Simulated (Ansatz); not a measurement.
# ZnS: the cost of one run

Method: DFT PBE, scalar-relativistic, plane waves, PAW, in Ansatz 0.2.0.

6 further runs of the same task are left out: 6 set aside as unsound or not needed.

## Step 1: The system as given

Symmetry: F-43m, No. 216, cubic system. The conventional cell has a = 5.443 Å, b = 5.443 Å, c = 5.443 Å, α = 90.00°, β = 90.00°, γ = 90.00°. Zn (site symmetry -43m) is surrounded by 4 S at 2.36 Å. S (site symmetry -43m) has 4 Zn at 2.36 Å as nearest neighbours.

Structure file:

```cif
data_structure
_symmetry_space_group_name_H-M 'P 1'
_symmetry_Int_Tables_number 1
_cell_length_a 3.8491
_cell_length_b 3.8491
_cell_length_c 3.8491
_cell_angle_alpha 60.000
_cell_angle_beta 60.000
_cell_angle_gamma 60.000
_cell_volume 40.32
loop_
_atom_site_label
_atom_site_type_symbol
_atom_site_fract_x
_atom_site_fract_y
_atom_site_fract_z
_atom_site_occupancy
Zn1 Zn 0.00000 0.00000 0.00000 1
S1 S 0.75000 0.75000 0.75000 1
```

This cell was relaxed beforehand with the same method: volume 20.16 Å³/atom, gap on the mesh 2.02 eV.

## Step 2: Phonons at the zone centre

The input, input.yaml:

```yaml
crystal:
  lattice:
    - [0.0, 2.7657317419, 2.7657317419]
    - [2.7657317419, 0.0, 2.7657317419]
    - [2.7657317419, 2.7657317419, 0.0]
  atoms:
    - { symbol: Zn, position: [0.0, 0.0, 0.0] }
    - { symbol: S, position: [0.75, 0.75, 0.75] }
basis:
  ecutwfc: 420
kpoints:
  mp_grid: { grid: [10, 10, 10] }
hamiltonian:
  xc: pbe
scf:
  occupations: { method: fixed }
output:
  eigenvalues: true
phonons:
  method: dfpt
  dielectric: true
  rigid_motions: translations
  eigenvectors: true
```

Command:

```console
$ ansatz run input.yaml --threads 1 --pin off --max-ram 3072MiB --backend cpu --events-out ev --progress --plain --runs-dir out
```

Q: Estimate wall time and peak memory on 1 thread of Arm Neoverse V1, shared host.

About 81 s, with a peak of 0.64 GiB.
